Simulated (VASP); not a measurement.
# ZnO (zincite) (P6_3mc) in VASP: settings compared, part 2 of 2

VASP 6.6.1. Earlier steps stand in the parts before.

### Step 3. Relaxation of cell and atoms, LDA

This run uses another cell than the first one, of 11.40 Å³/atom, 0.958 times its volume.

Contents of INCAR:

```
  PREC = Accurate
  ENCUT = 600
  EDIFF = 1E-7
  ISMEAR = 0
  SIGMA = 0.03
  LREAL = F
  LASPH = T
  NELM = 80
  ALGO = Normal
  ISIF = 3
  LWAVE = F
  LCHARG = F
  IBRION = 2
  NSW = 90
  EDIFFG = -0.005
```

Contents of KPOINTS:

```
Automatic mesh
0
Gamma
  9 9 5
```

Contents of POSCAR:

```
ZnO                                     
1.0
    3.1939361006      0.0000000000     -0.0000000000
   -1.5969680503      2.7660298012      0.0000000000
   -0.0000000000      0.0000000000      5.1636354472
  Zn              O             
     2     2
Direct
     0.3333333332999970    0.6666666667000030    0.5003505570145632
     0.6666666667000030    0.3333333332999970    0.0003505570145633
     0.6666666667000030    0.3333333332999970    0.3786594429854378
     0.3333333332999970    0.6666666667000030    0.8786594429854379
```

Potentials or basis: VASP PAW LDA potentials, release 64 (Zn, O).

Run with:

```bash
$ cat potpaw_LDA.64/Zn/POTCAR potpaw_LDA.64/O/POTCAR > POTCAR
$ mpirun -np 1 vasp_std > vasp.out
```

OUTCAR:

```text
PREC = Accurate
   ENCUT = 600
   EDIFF = 1E-7
   ISMEAR = 0
   LREAL = F
   LASPH = T
   NELM = 80
   ISIF = 3
   IBRION = 2
   NSW = 90
   EDIFFG = -0.005

 ion  position               nearest neighbor table
   1  0.333  0.667  0.500-   3 1.95   3 1.95   3 1.95   4 1.95
   2  0.667  0.333  0.000-   4 1.95   4 1.95   4 1.95   3 1.95
   3  0.667  0.333  0.379-   1 1.95   1 1.95   1 1.95   2 1.95
   4  0.333  0.667  0.879-   2 1.95   2 1.95   2 1.95   1 1.95

  LATTYP: Found a hexagonal cell.
 ALAT       =     3.1939361006
 C/A-ratio  =     1.6166996723

  Lattice vectors:

 A1 = (   3.1939361006,   0.0000000000,   0.0000000000)
 A2 = (  -1.5969680503,   2.7660298012,   0.0000000000)
 A3 = (   0.0000000000,   0.0000000000,   5.1636354472)

Analysis of symmetry for initial positions (statically):
=====================================================================
 Subroutine PRICEL returns:
 Original cell was already a primitive cell.

 Routine SETGRP: Setting up the symmetry group for a
 hexagonal supercell.

 Subroutine GETGRP returns: Found 12 space group operations
 (whereof  6 operations were pure point group operations)
[... 176 lines left out ...]
 cond. band min:       2.0857016254   @ k =   0.0000   0.0000   0.0000
 fundamental gap:      0.7998290806
 Fermi energy:         1.4211446639

 k-point     1 :       0.0000    0.0000    0.0000
  band No.  band energies     occupation
      1     -16.8812      2.00000
      2     -16.0492      2.00000
      3      -4.7852      2.00000
      4      -4.7097      2.00000
      5      -4.7097      2.00000
      6      -4.6742      2.00000
[... 589 lines left out ...]
     21       9.1722      0.00000
     22       9.3573      0.00000

 [... further k-points ...]

------------------------ aborting loop because EDIFF is reached ----------------------------------------

  FORCE on cell =-STRESS in cart. coord.  units (eV):
  Direction    XX          YY          ZZ          XY          YZ          ZX
  --------------------------------------------------------------------------------------
  -------------------------------------------------------------------------------------
  Total       -0.0002511     -0.0002511      0.0185719      0.0000000     -0.0000000      0.0000000
  in kB       -0.0088196     -0.0088196      0.6522727      0.0000000     -0.0000000      0.0000000
  external PRESSURE =       0.2115445 kB  Pullay stress =       0.0000000 kB

 VOLUME and BASIS-vectors are now :
 -----------------------------------------------------------------------------
  energy-cutoff  :      600.00
  volume of cell :       45.62
      direct lattice vectors                 reciprocal lattice vectors
     3.193936101  0.000000000  0.000000000     0.313093302  0.180764502  0.000000000
    -1.596968050  2.766029801  0.000000000     0.000000000  0.361529004  0.000000000
     0.000000000  0.000000000  5.163635447     0.000000000  0.000000000  0.193662006

 POSITION                                       TOTAL-FORCE (eV/Angst)
 -----------------------------------------------------------------------------------
     -0.00000      1.84402      2.58363        -0.000000     -0.000000     -0.003649
      1.59697      0.92201      0.00181         0.000000      0.000000     -0.003649
      1.59697      0.92201      1.95526        -0.000000      0.000000      0.003649
     -0.00000      1.84402      4.53708         0.000000     -0.000000      0.003649
 -----------------------------------------------------------------------------------
    total drift:                               -0.000000     -0.000000     -0.001055

  FREE ENERGIE OF THE ION-ELECTRON SYSTEM (eV)
  ---------------------------------------------------
  free  energy   TOTEN  =       -21.1632197228 eV

  energy  without entropy=      -21.1632197228  energy(sigma->0) =      -21.16321972

 reached required accuracy - stopping structural energy minimisation
```

Run time: 32 s. Hardware: 1 thread of AMD EPYC 9R14 (Zen 4), shared host; peak memory 0.15 GiB.

What came out:

- Free energy: -21.1632 eV
- Pressure after relaxing: 0.0 GPa
- Largest force after relaxing: 0.004 eV/Å
- Band gap on the k mesh: 0.80 eV, direct

Forces in eV/Å, atoms in the order of the input:
```
Zn   0.000  0.000 -0.004
Zn   0.000  0.000 -0.004
O    0.000  0.000  0.004
O    0.000  0.000  0.004
```

Final structure:
```
Zn O
1.0
     3.19394    0.00000    0.00000
    -1.59697    2.76603    0.00000
     0.00000    0.00000    5.16364
Zn O
2 2
Direct
  0.33333 0.66667 0.50035
  0.66667 0.33333 0.00035
  0.66667 0.33333 0.37866
  0.33333 0.66667 0.87866
```

Levels at points of the mesh, in eV from the valence-band top:
```csv
k point,band 15,band 16,band 17,band 18,band 19,band 20,band 21,band 22
"(0.00, 0.00, 0.00)",-0.85,-0.10,0.00,0.00,0.80,5.27,8.18,12.94
```

Caveat: the relaxation stopped at its first step, so nothing moved.

### Step 4. Relaxation of cell and atoms, r2SCAN

Contents of INCAR:

```
PREC = Accurate ; ENCUT = 600
EDIFF = 1E-6 ; ISMEAR = 0
SIGMA = 0.03 ; LREAL = F
LASPH = T ; NELM = 80
ALGO = Normal ; ISIF = 3
LWAVE = F ; LCHARG = F
METAGGA = R2SCAN ; LMIXTAU = T
IBRION = 2 ; NSW = 90
EDIFFG = -0.01
```

KPOINTS is that of step 3.

Contents of POSCAR:

```
ZnO
1.0
    3.2493080000      0.0000000000      0.0000000000
   -1.6246540000      2.8139832727      0.0000000000
    0.0000000000      0.0000000000      5.2057090000
Zn O
2 2
Direct
    0.3333333333      0.6666666667      0.5000000000
    0.6666666667      0.3333333333      0.0000000000
    0.6666666667      0.3333333333      0.3790100000
    0.3333333333      0.6666666667      0.8790100000
```

Potentials or basis: VASP PAW PBE potentials, release 64 (Zn, O).

Run with:

```bash
$ cat potpaw_PBE.64/Zn/POTCAR potpaw_PBE.64/O/POTCAR > POTCAR
$ mpirun -np 1 vasp_std > vasp.out
```

Wall time 14 min (1 thread of Intel Xeon Platinum 8259CL at 2.50GHz (Skylake/Cascade Lake), shared host); peak memory 0.21 GiB.

The run converged. Its results:

```
Free energy                            : -36.3242 eV
Relaxed volume                         : 11.87 Å³/atom
Relaxed cell                           : a = 3.241 Å, b = 3.241 Å, c = 5.217 Å, α = 90.00°, β = 90.00°, γ = 120.00°
Space group after relaxing (to 0.05 Å) : P6_3mc (No. 186)
Energy gained by relaxing              : 0.3 meV/atom
Ionic steps                            : 7
Pressure after relaxing                : 0.0 GPa
Largest force after relaxing           : 0.009 eV/Å
Band gap on the k mesh                 : 1.23 eV, direct
```

Forces in eV/Å, atoms in the order of the input:
```
Zn   0.000  0.000  0.009
Zn   0.000  0.000  0.009
O    0.000  0.000 -0.009
O    0.000  0.000 -0.009
```

The path:
```tsv
step	energy change (eV)	largest force (eV/Å)	pressure (GPa)	volume (Å³)
1	0.0000	0.0657	-0.44	47.60
2	-0.0012	0.0287	0.27	47.37
3	-0.0013	0.0078	0.12	47.42
4	-0.0013	0.0029	0.07	47.44
5	-0.0013	0.0046	0.11	47.43
6	-0.0012	0.0103	-0.06	47.48
7	-0.0012	0.0092	-0.03	47.47
```

Final structure:
```
CELL_PARAMETERS angstrom
3.24140 0.00000 0.00000
-1.62070 2.80714 0.00000
0.00000 0.00000 5.21680
ATOMIC_POSITIONS crystal
Zn 0.33333 0.66667 0.49957
Zn 0.66667 0.33333 0.99957
O 0.66667 0.33333 0.37944
O 0.33333 0.66667 0.87944
```

Levels at points of the mesh, in eV from the valence-band top:
```csv
k point,band 14,band 15,band 16,band 17,band 18,band 19,band 20,band 21,band 22
"(0.00, 0.00, 0.00)",-0.81,-0.81,-0.09,0.00,0.00,1.23,5.85,8.82,13.70
```

Caveat: the PAW data sets were made with another functional, which shifts forces and pressure a little. r2SCAN opens gaps a little over a GGA but as a rule still falls short of measured ones.
